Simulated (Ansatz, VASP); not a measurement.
# Te (linear Te chain) in two plane-wave programs

Wanted: the spread between two codes on one cell, functional and k mesh. The cell is taken from a series of runs on this material, whose earlier steps may have relaxed, scaled, displaced or heated it; both programs get it as it stands.

Calculated with Ansatz 0.2.0; plane waves, with VASP 6.6.1 beside it; single point at PBEsol.

### Step 1. The structure

The cell holds 1 atom: 1 Te. Cell: a = 7.500 Å, b = 7.500 Å, c = 3.541 Å, α = 90.0°, β = 90.0°, γ = 90.0°. Vacuum lies along a and b. The structure's axis is c.

### Step 2. Ansatz: single point, PBEsol

Ansatz runs on its default PAW (the set named soft_2) files.

A single point gives forces, pressure and levels at one fixed geometry, so differences don't come from the geometry; what else differs is listed under the comparison.

Contents of input.yaml:

```yaml
crystal:
  lattice:
    - [7.5, 0.0, 0.0]
    - [0.0, 7.5, 0.0]
    - [0.0, 0.0, 3.5405629902]
  atoms:
    - { symbol: Te, position: [0.5, 0.5, 0.0], spin: 0.3 }
magnetization:
  spin_polarized: true
kpoints:
  mp_grid: { grid: [1, 1, 23] }
scf:
  occupations: { method: fermi_dirac, width: 0.05 }
hamiltonian:
  xc: pbesol
output:
  transmission:
    e_range: [-2, 2]
    de: 0.035
    kmesh: [1, 1]
    reduced_basis: true
    leads: [[0, 0]]
  stress: true
```

Started as:

```bash
ansatz run input.yaml --threads 4 --pin off --max-ram 8192MiB --backend cpu --events-out ev --progress --plain --runs-dir out
```

Numbers of over 12 decimals in the logs are rounded to 6 here.

Output:

```text
Engine: ansatz 0.2.0, x86_64-unknown-linux-gnu
Pseudopotentials: kind: paw
Pseudopotential: Te, paw, valence charge 16, recommended cutoff 420 eV (normal), Te.paw.azcp
Functional definition: PBEsol
  exchange = pbesol_x
  correlation = pbesol_c
Crystal: 1 atoms, lattice volume = 199.157 Å³
Basis set: ecut = 420 eV, 3891 PW (Γ)
Bands: 13, of which v1, the nominal top of the filled ones, is band 8 counted from 1 (7 counted from 0)
Symmetry: 16 space group operations
Space group: P4/mmm (ITA 123), of the structure as read, at distance tolerance 5.8e-5 Å
Magnetic group: BNS 123.339 (UNI 999), of the structure as read, at distance tolerance 5.8e-5 Å
k-points: 12 of 23
Non-local potential: Te, projectors of the file, l = 0: 2, l = 1: 2, l = 2: 2, l = 3: 2
PAW form: soft (Blöchl's): semilocal exchange-correlation on the pseudo side does not see the compensation charge
PAW frozen core: Te, regenerated for the run's functional, and the local potential with it (the file was generated under x = pbe(κ = 0.804, μ = 0.219515), c = pbe(β = 0.066725))
PAW one-centre angular grid: Te, 590 points (default); XC on 64 Gauss nodes
Initial density: superposition of atomic densities (neutral atoms: chi_scale 0, normalization atom)
Starting moments: Σ|m| = 0.3 μB on 1 of 1 site
Initial wavefunctions: pseudopotential atomic-orbital guess
Functional: x = pbesol(κ = 0.804, μ = 0.123457), c = pbesol(β = 0.046)
iter 1 solved again at ethr=1.83e-4 eV; its pass at ethr=3.10e-3 eV (dr2=2.93e-2 eV) is discarded
SCF iter   1: F=—  HF=-6899.575891 eV  |F-HF|=—  |Δ(HF+E_count)|=         —  Δρ=6.25e-3 (↑6.25e-3 ↓5.18e-3)  dr2=2.97e-2  dr2_m=5.33e-2  M=0.167 μB ∫|m|=0.167 μB  β_m=0.30  ethr=1.83e-4  ⟨swp⟩=1.2  Hψ=2573  notcnv=0
preconditioner: auto → LDOS  [metal: Δε(μ)=0.088 eV  Ē_g=9.254 eV  σ=0.050 eV  W_gap=0.38  n_scr=14 (ndim 8)  ℏωp=6.4 eV  f_vac=0.665  D(μ)=3.74/eV (n_scr^D=14)]
spin=Collinear: LDOS preconditioning applied to the charge; magnetization (m = ρ↑ − ρ↓) channel mixes plain (no charge-response kernel on spin).
SCF iter   2: F=—  HF=-6899.576464 eV  |F-HF|=—  |Δ(HF+E_count)|=   5.73e-4  Δρ=4.25e-3 (↑4.25e-3 ↓3.67e-3)  dr2=1.19e-2  dr2_m=2.62e-2  M=0.183 μB ∫|m|=0.183 μB  β_m=0.30  ethr=1.83e-4  ⟨swp⟩=2.0  Hψ=410  notcnv=0
spin-set hold released at iteration 2 (site moments show no strong build): the magnetisation degrees of freedom join the quasi-Newton model from the next iteration; the mixer history was kept
SCF iter   3: F=—  HF=-6899.578333 eV  |F-HF|=—  |Δ(HF+E_count)|=   1.87e-3  Δρ=2.74e-3 (↑2.66e-3 ↓2.74e-3)  dr2=2.71e-3  dr2_m=1.29e-2  M=0.196 μB ∫|m|=0.196 μB  β_m=0.11  ethr=7.44e-5  ⟨swp⟩=2.3  Hψ=532  notcnv=0
SCF iter   4: F=—  HF=-6899.579780 eV  |F-HF|=—  |Δ(HF+E_count)|=   1.45e-3  Δρ=1.92e-3 (↑1.70e-3 ↓1.92e-3)  dr2=3.00e-3  dr2_m=5.57e-3  M=0.206 μB ∫|m|=0.206 μB  β_m=0.65  ethr=1.69e-5  ⟨swp⟩=1.0  Hψ=312  notcnv=0
SCF iter   5: F=—  HF=-6899.581731 eV  |F-HF|=—  |Δ(HF+E_count)|=   1.95e-3  Δρ=6.22e-4 (↑4.21e-4 ↓6.22e-4)  dr2=8.27e-4  dr2_m=3.90e-4  M=0.277 μB ∫|m|=0.277 μB  β_m=0.82  ethr=1.69e-5  ⟨swp⟩=2.5  Hψ=506  notcnv=0
SCF iter   6: F=—  HF=-6899.583971 eV  |F-HF|=—  |Δ(HF+E_count)|=   2.24e-3  Δρ=6.58e-4 (↑6.58e-4 ↓6.54e-4)  dr2=4.14e-5  dr2_m=7.81e-4  M=0.379 μB ∫|m|=0.379 μB  β_m=0.91  ethr=5.17e-6  ⟨swp⟩=2.5  Hψ=491  notcnv=0
SCF iter   7: F=-6899.589396 eV  HF=-6899.587094 eV  |F-HF|=2.30e-3  |Δ(HF+E_count)|=   3.12e-3  Δρ=8.54e-4 (↑8.34e-4 ↓8.54e-4)  dr2=1.24e-4  dr2_m=1.25e-3  M=0.488 μB ∫|m|=0.488 μB  β_m=0.91  ethr=2.59e-7  ⟨swp⟩=3.0  Hψ=689  notcnv=0
SCF iter   8: F=-6899.599203 eV  HF=-6899.594540 eV  |F-HF|=4.66e-3  |Δ(HF+E_count)|=   7.45e-3  Δρ=1.17e-3 (↑1.17e-3 ↓1.15e-3)  dr2=6.40e-5  dr2_m=2.46e-3  M=0.675 μB ∫|m|=0.675 μB  β_m=0.96  ethr=2.59e-7  ⟨swp⟩=3.0  Hψ=671  notcnv=0
SCF iter   9: F=-6899.623918 eV  HF=-6899.614598 eV  |F-HF|=9.32e-3  |Δ(HF+E_count)|=   2.01e-2  Δρ=1.68e-3 (↑1.68e-3 ↓1.61e-3)  dr2=2.67e-4  dr2_m=4.93e-3  M=1.005 μB ∫|m|=1.005 μB  β_m=0.98  ethr=2.59e-7  ⟨swp⟩=3.4  Hψ=742  notcnv=0
[...]
SCF iter  11: F=-6899.617517 eV  HF=-6899.609014 eV  |F-HF|=8.50e-3  |Δ(HF+E_count)|=   3.19e-2  Δρ=1.64e-3 (↑1.64e-3 ↓1.54e-3)  dr2=8.96e-5  dr2_m=4.61e-3  M=0.926 μB ∫|m|=0.926 μB  β_m=0.99  ethr=2.59e-7  ⟨swp⟩=5.0  Hψ=1043  notcnv=0  recentre
SCF iter  12: F=-6899.641860 eV  HF=-6899.641880 eV  |F-HF|=2.02e-5  |Δ(HF+E_count)|=   3.29e-2  Δρ=6.19e-5 (↑5.24e-5 ↓6.19e-5)  dr2=2.85e-5  dr2_m=2.91e-6  M=1.216 μB ∫|m|=1.216 μB  β_m=0.91  ethr=2.59e-7  ⟨swp⟩=4.6  Hψ=973  notcnv=0
SCF iter  13: F=-6899.641850 eV  HF=-6899.641674 eV  |F-HF|=1.76e-4  |Δ(HF+E_count)|=   2.06e-4  Δρ=2.38e-4 (↑2.38e-4 ↓2.20e-4)  dr2=6.77e-6  dr2_m=9.52e-5  M=1.217 μB ∫|m|=1.217 μB  β_m=0.95  ethr=1.78e-7  ⟨swp⟩=2.7  Hψ=546  notcnv=0  recentre
SCF iter  14: F=-6899.641863 eV  HF=-6899.641780 eV  |F-HF|=8.33e-5  |Δ(HF+E_count)|=   1.06e-4  Δρ=1.67e-4 (↑1.67e-4 ↓1.47e-4)  dr2=3.54e-6  dr2_m=4.50e-5  M=1.215 μB ∫|m|=1.215 μB  β_m=0.93  ethr=4.23e-8  ⟨swp⟩=3.0  Hψ=578  notcnv=0
SCF iter  15: F=-6899.641871 eV  HF=-6899.641857 eV  |F-HF|=1.37e-5  |Δ(HF+E_count)|=   7.70e-5  Δρ=6.83e-5 (↑6.83e-5 ↓6.00e-5)  dr2=6.28e-7  dr2_m=7.46e-6  M=1.216 μB ∫|m|=1.216 μB  β_m=0.94  ethr=2.21e-8  ⟨swp⟩=2.9  Hψ=532  notcnv=0
SCF iter  16: F=-6899.641872 eV  HF=-6899.641868 eV  |F-HF|=4.06e-6  |Δ(HF+E_count)|=   1.08e-5  Δρ=3.67e-5 (↑3.67e-5 ↓3.27e-5)  dr2=1.34e-7  dr2_m=2.18e-6  M=1.216 μB ∫|m|=1.216 μB  β_m=0.97  ethr=3.93e-9  ⟨swp⟩=2.9  Hψ=537  notcnv=0
SCF iter  17: F=-6899.641872 eV  HF=-6899.641872 eV  |F-HF|=4.69e-7  |Δ(HF+E_count)|=   3.98e-6  Δρ=1.23e-5 (↑1.23e-5 ↓1.11e-5)  dr2=1.24e-8  dr2_m=2.50e-7  M=1.216 μB ∫|m|=1.216 μB  β_m=0.95  ethr=6.25e-10  ⟨swp⟩=7.5  Hψ=1677  notcnv=0
SCF iter  18: F=-6899.641872 eV  HF=-6899.641872 eV  |F-HF|=1.19e-8  |Δ(HF+E_count)|=   5.03e-7  Δρ=1.98e-6 (↑1.98e-6 ↓1.76e-6)  dr2=3.58e-10  dr2_m=6.36e-9  M=1.216 μB ∫|m|=1.216 μB  β_m=0.91  ethr=7.78e-11  ⟨swp⟩=5.8  Hψ=1253  notcnv=0
SCF iter  19: F=-6899.641872 eV  HF=-6899.641872 eV  |F-HF|=1.06e-9  |Δ(HF+E_count)|=   1.19e-8  Δρ=5.90e-7 (↑5.90e-7 ↓5.25e-7)  dr2=3.41e-11  dr2_m=5.65e-10  M=1.216 μB ∫|m|=1.216 μB  β_m=0.82  ethr=2.24e-12  ⟨swp⟩=3.0  Hψ=674  notcnv=0
SCF iter  20: F=-6899.641872 eV  HF=-6899.641872 eV  |F-HF|=2.27e-11  |Δ(HF+E_count)|=   1.14e-9  Δρ=8.79e-8 (↑8.79e-8 ↓7.85e-8)  dr2=6.92e-13  dr2_m=1.26e-11  M=1.216 μB ∫|m|=1.216 μB  ethr=1.00e-12  ⟨swp⟩=3.0  Hψ=641  notcnv=0
SCF 1 converged in 20 iterations: F = -6899.641872 eV  dr2 = 6.92e-13
  greatest PAW one-centre occupation: 0.999 electrons in one spin orbital (limit 2), on the Te atom at site 0 (counted from 0), in its partial waves of l = 2
at 4 of the mixer's solves, the last at iteration 9, it left a direction of its history that read negative out of its fit and stepped the other way along it
transmission: 10 of 60 steps passed
transmission: 15 of 60 steps passed
[...]
transmission: 60 of 60 steps passed
SCF converged after 20 iterations
Magnetization: 1.2162 μB (8.6081 up, 7.3919 down)
Absolute magnetization: 1.2191 μB (∫|ρ↑−ρ↓|, with the PAW one-centre terms)
Spin contamination: 0.0013 ħ² per cell (⟨S²⟩ above its minimum at these occupations)
Per-site moments (μB) at R_I (Å): [(0.901658, 1.460482)]
Free energy (F): -6899.641872 eV
Harris-Foulkes:  -6899.641872 eV  (|F-HF|=2.27e-11)
Internal energy: -6899.629182 eV  (E = F + TS)
E sigma→0 (E₀):  -6899.635527 eV
Entropy (-TS):   -0.012690 eV (-12.690 meV/atom)
Fermi energy:    -3.422741 eV
--- Per-component energies (eV) ---
  E_band       = -438.715694
  E_kinetic    = 177.943205
  E_local      = -2894.081259  (includes V_loc(G=0)·N_el)
  E_nonlocal   = -308.126670
  E_hartree    = 1532.906577
  E_xc         = -120.491145
  E_vxc        = -100.233848  (∫ρ·V_xc dr)
  E_paw        = -4584.491013  (= ΣΔE_a)
  E_vpaw       = -380.030058  (= ΣTr[D̂ρ^β])
  E_aug_tail   = -0.000184  (compensation charges beyond the density's cutoff)
  E_ewald      = -703.663508
  E_core_change = 0.374815  (= ΣΔE_core)
  E_smearing   = -0.012690  (= −TS)
  E_closure    = 0.000000  (closes the sum)
  Σ components = -6899.641872   (vs F -6899.641872, Δ=0.00e0)
--- Stress (GPa, compression-positive) ---
        0.123408       0.000000       0.000000
        0.000000       0.123408       0.000000
        0.000000       0.000000      -3.604091
  P = ⅓ Tr σ = -1.1191 GPa (-11.191 kbar)
--- Band table (eV; the first three rows and the last of 24) ---
  k-point 0 ↑: bands = [... 4 lower, -39.5445, -13.8622, -4.6592, -4.6592, -1.4905, 0.9142, 2.4035, 3.6054, ... 1 higher]
  k-point 1 ↑: bands = [... 4 lower, -39.5445, -13.8486, -4.6451, -4.6451, -1.6344, 0.9410, 2.4254, 3.6264, ... 1 higher]
  k-point 2 ↑: bands = [... 4 lower, -39.5445, -13.8082, -4.6032, -4.6032, -2.0177, 1.0170, 2.4911, 3.6892, ... 1 higher]
  k-point 11 ↓: bands = [... 4 lower, -39.3790, -12.1619, -5.6038, -2.7305, -2.7305, 3.3746, 3.3746, 3.8487, ... 1 higher]
--- Transmission ---
  basis      : 497 plane waves across, 5 finite elements along
  points     : 1, standing for a mesh of 1 x 1
  filling    : by the input's occupations and mesh, since the crystals that have channels conduct as metals do. If one of these is a semiconductor, that mesh has misplaced its level
  energies   : 115 from -2.000000 to 1.990000 eV about the Fermi level, 0.035000 eV apart; the leads are filled to 0.000000 eV, and channels, transmission and decay are at -0.005000 eV
  crystal 0  : Te1, at the sites [0, 0], period 3.5406 Å: whole cells are its period
    offset         : up to 0.0000 Å between an atom of the period and one for which it stands
    filled         : 14.5 meV over the level at which it is neutral
    channels       : 1.000000e0 up, 3.000000e0 down
    conductance    : 2.7549e14 S/m² at 300 K; may be off by some 0.0 % by where its bands' edges are placed, 0.0 % from the distance to neutral
```

In the SCF lines HF is the Harris–Foulkes energy and dr2 the Hartree energy of the density residual, in eV; the loop may stop once dr2 is under the threshold and the program's other checks hold. Hψ counts applications of the Hamiltonian.

### Step 3. VASP: single point, PBEsol

The same cell, functional, mesh and smearing now go to VASP, with its own data sets.

Lines of VASP's logs that name or quote its potential files are left out, and so is its time.

Contents of INCAR:

```
SYSTEM = Te
PREC = Accurate
ENCUT = 500
EDIFF = 1E-06
NELM = 200
ISMEAR = -1
SIGMA = 0.05
LREAL = .FALSE.
ALGO = Normal
GGA = PS
NBANDS = 10
ISPIN = 2
MAGMOM = 0.9
LORBIT = 11
LWAVE = .FALSE.
LCHARG = .FALSE.
ISIF = 2
LASPH = .TRUE.
GGA_COMPAT = .FALSE.
```

Contents of POSCAR:

```
Te
1.0
    7.5000000000      0.0000000000      0.0000000000
    0.0000000000      7.5000000000      0.0000000000
    0.0000000000      0.0000000000      3.5405629902
Te
1
Direct
    0.5000000000      0.5000000000      0.0000000000
```

Contents of KPOINTS:

```
Automatic mesh
0
Gamma
1 1 23
0 0 0
```

Potentials, in the order of the species: Te (PBE family, release 64).

Started as:

```bash
mpirun -np 1 vasp_std
```

Output:

```text
[banner, memory and clock lines left out]
running    1 mpi-ranks, on    1 nodes
 distrk:  each k-point on    1 cores,    1 groups
 distr:  one band on    1 cores,    1 groups

 POSCAR found type information on POSCAR Te
 POSCAR found :  1 types and       1 ions
|                                                                             |
|               ----> ADVICE to this user running VASP <----                  |
|                                                                             |
|     You enforced a specific xc type in the INCAR file but a different       |
|     [... a line on the potential file left out ...]
|     I HOPE YOU KNOW WHAT YOU ARE DOING!                                     |
|                                                                             |

 LDA part: xc-table for (Slater+PW92), standard interpolation
 POSCAR, INCAR and KPOINTS ok, starting setup
 FFT: planning ... GRIDC
 FFT: planning ... GRID_SOFT
 FFT: planning ... GRID
 WAVECAR not read
 entering main loop
       N       E                     dE             d eps       ncg     rms          rms(c)
DAV:   1     0.270737492619E+02    0.27074E+02   -0.14814E+03   480   0.318E+02
DAV:   2     0.494914185388E+00   -0.26579E+02   -0.24752E+02   660   0.557E+01
DAV:   3    -0.155864214180E+01   -0.20536E+01   -0.19526E+01   554   0.198E+01
DAV:   4    -0.160666875826E+01   -0.48027E-01   -0.47967E-01   588   0.380E+00
DAV:   5    -0.160795883786E+01   -0.12901E-02   -0.12901E-02   608   0.629E-01    0.152E+00
DAV:   6    -0.164403749530E+01   -0.36079E-01   -0.56487E-02   506   0.928E-01    0.989E-01
DAV:   7    -0.163699352680E+01    0.70440E-02   -0.19078E-02   528   0.534E-01    0.624E-01
DAV:   8    -0.164641193480E+01   -0.94184E-02   -0.36074E-03   506   0.285E-01    0.295E-01
DAV:   9    -0.165610742648E+01   -0.96955E-02   -0.31271E-03   524   0.207E-01    0.112E-01
DAV:  10    -0.165494813732E+01    0.11593E-02   -0.35561E-04   500   0.846E-02    0.313E-02
DAV:  11    -0.165629082425E+01   -0.13427E-02   -0.24877E-04   496   0.684E-02    0.143E-02
DAV:  12    -0.165630461606E+01   -0.13792E-04   -0.16918E-05   528   0.207E-02    0.450E-03
DAV:  13    -0.165631149893E+01   -0.68829E-05   -0.14658E-06   514   0.638E-03    0.205E-03
DAV:  14    -0.165631371597E+01   -0.22170E-05   -0.15136E-06   488   0.691E-03    0.123E-03
DAV:  15    -0.165631604545E+01   -0.23295E-05   -0.45285E-07   532   0.322E-03    0.923E-04
DAV:  16    -0.165631690735E+01   -0.86190E-06   -0.12814E-07   518   0.194E-03
   1 F= -.16563169E+01 E0= -.16499886E+01  d E =-.126567E-01  mag=     1.2159
```

Parts of OUTCAR (step 3):

```text
ion  position               nearest neighbor table
   1  0.500  0.500  0.000-

  LATTYP: Found a simple tetragonal cell.
 ALAT       =     7.5000000000
 C/A-ratio  =     0.4720750654

 Subroutine GETGRP returns: Found 16 space group operations
 (whereof 16 operations were pure point group operations)

The static configuration has the point symmetry D_4h.

 Found     12 irreducible k-points:

   k-points           NKPTS =     12   k-points in BZ     NKDIM =     12   number of bands    NBANDS=     10

   dimension x,y,z NGX =    56 NGY =   56 NGZ =   28
   dimension x,y,z NGXF=   112 NGYF=  112 NGZF=   56

   ENCUT  =  500.0 eV  36.75 Ry    6.06 a.u.  13.67 13.67  6.46*2*pi/ulx,y,z

   NELECT =       6.0000    total number of electrons

 k-points in reciprocal lattice and weights: Automatic mesh
   0.00000000  0.00000000  0.00000000       0.043
   0.00000000  0.00000000  0.04347826       0.087
   0.00000000  0.00000000  0.08695652       0.087
   0.00000000  0.00000000  0.13043478       0.087
   0.00000000  0.00000000  0.17391304       0.087
   0.00000000  0.00000000  0.21739130       0.087
   0.00000000  0.00000000  0.26086957       0.087
   0.00000000  0.00000000  0.30434783       0.087
   0.00000000  0.00000000  0.34782609       0.087
   0.00000000  0.00000000  0.39130435       0.087
   0.00000000  0.00000000  0.43478261       0.087
   0.00000000  0.00000000  0.47826087       0.087

 average (electrostatic) potential at core
       1 -97.6014

 E-fermi :  -3.9060

 spin component 1
 k-point     1 :       0.0000    0.0000    0.0000
  band No.  band energies     occupation
      1     -14.3358      1.00000
      2      -5.1384      1.00000
      3      -5.1384      1.00000
      4      -1.9650      0.00000
      5       0.4322      0.00000
      6       1.9157      0.00000
      7       3.1019      0.00000
      8       3.6417      0.00000
    ...

 k-point     2 :       0.0000    0.0000    0.0435
  band No.  band energies     occupation
      1     -14.3222      1.00000
      2      -5.1242      1.00000
      3      -5.1242      1.00000
      4      -2.1092      0.00000
      5       0.4589      0.00000
      6       1.9376      0.00000
      7       3.1227      0.00000
      8       3.6574      0.00000
    ...

 k-point     3 :       0.0000    0.0000    0.0870
  band No.  band energies     occupation
      1     -14.2817      1.00000
      2      -5.0823      1.00000
      3      -5.0823      1.00000
      4      -2.4931      0.00000
      5       0.5348      0.00000
      6       2.0031      0.00000
      7       3.1849      0.00000
      8       3.7024      0.00000
    ...

 k-point     4 :       0.0000    0.0000    0.1304
  band No.  band energies     occupation
      1     -14.2159      1.00000
      2      -5.0142      1.00000
      3      -5.0142      1.00000
      4      -3.0204      0.00000
      5       0.6544      0.00000
      6       2.1120      0.00000
      7       3.2884      0.00000
      8       3.7683      0.00000
    ...

 k-point     5 :       0.0000    0.0000    0.1739
  band No.  band energies     occupation
      1     -14.1274      1.00000
      2      -4.9227      1.00000
      3      -4.9227      1.00000
      4      -3.6096      0.00266
      5       0.8163      0.00000
      6       2.2643      0.00000
      7       3.4324      0.00000
      8       3.8333      0.00000
    ...

 k-point     6 :       0.0000    0.0000    0.2174
  band No.  band energies     occupation
      1     -14.0202      1.00000
      2      -4.8121      1.00000
      3      -4.8121      1.00000
      4      -4.2067      0.99756
      5       1.0207      0.00000
      6       2.4593      0.00000
      7       3.6159      0.00000
      8       3.8449      0.00000
      9       3.8449      0.00000
    ...

  Total        0.1529462      0.1529462     -4.4861347      0.0000000     -0.0000000     -0.0000000
  in kB        1.2304228      1.2304228    -36.0900959      0.0000000     -0.0000000     -0.0000000
  external PRESSURE =     -11.2097501 kB  Pullay stress =       0.0000000 kB

  energy-cutoff  :      500.00
  volume of cell :      199.16
      direct lattice vectors                 reciprocal lattice vectors
     7.500000000  0.000000000  0.000000000     0.133333333  0.000000000  0.000000000
     0.000000000  7.500000000  0.000000000     0.000000000  0.133333333  0.000000000
     0.000000000  0.000000000  3.540562990     0.000000000  0.000000000  0.282440957

 POSITION                                       TOTAL-FORCE (eV/Angst)
 -----------------------------------------------------------------------------------
      3.75000      3.75000      0.00000         0.000000      0.000000      0.000000
 -----------------------------------------------------------------------------------
    total drift:                               -0.000000     -0.000000      0.000000

  FREE ENERGIE OF THE ION-ELECTRON SYSTEM (eV)
  ---------------------------------------------------
  free  energy   TOTEN  =        -1.6563169073 eV

  energy  without entropy=       -1.6436602083  energy(sigma->0) =       -1.64998856

 total charge
# of ion       s       p       d       tot
------------------------------------------
    1        1.417   1.768   0.004   3.189

 magnetization (x)
# of ion       s       p       d       tot
------------------------------------------
    1        0.012   0.598   0.001   0.611

[... 6 further parts left out ...]
```

### Step 4. Side by side

Known differences besides the potentials themselves: VASP starts from the moments at which Ansatz ended; the data sets hold 16 valence electrons in Ansatz (on its default PAW (the set named soft_2) files) and 6 in VASP; the cutoff is 420 eV in Ansatz and 500 eV in VASP; Ansatz makes its cores anew for this functional, VASP keeps those of its PBE data sets; site moments are counted in spheres of each program's own size. Total energies have different zeros and are not compared.

Both answers:

| quantity | Ansatz | VASP | difference |
| --- | --- | --- | --- |
| pressure (GPa) | -1.12 | -1.12 | 0.00 |
| total moment (μB) | 1.22 | 1.22 | 0.00 |
| moment on Te1 (μB) | 0.90 | 0.61 | +0.29 |

### Step 5. What came out

```yaml
difference_in_total_moment_single_point_pbesol: 2.8e-4 μB
```

**Reading.** The difference in total moment is 2.8e-4 μB (single point, PBEsol). The data sets hold unlike numbers of valence electrons (16 in Ansatz and 6 in VASP), so part of the differences comes from the potentials. Such differences can come from data sets, numerical settings and the points named under the comparisons, not from the functional's error against experiment.

[Lines on the potential files, build, host, timing and source positions are cut from VASP's logs without a mark.]

[Logs are printed without paths, hosts, clocks, repeated set-up lines and the standing remarks that a program may print on its own settings, such as how far it seeks lower states.]

[Hosts, paths, dates, database ids (printed as entryN), source tags and the programs' standing remarks are cut or masked in the printed files.]
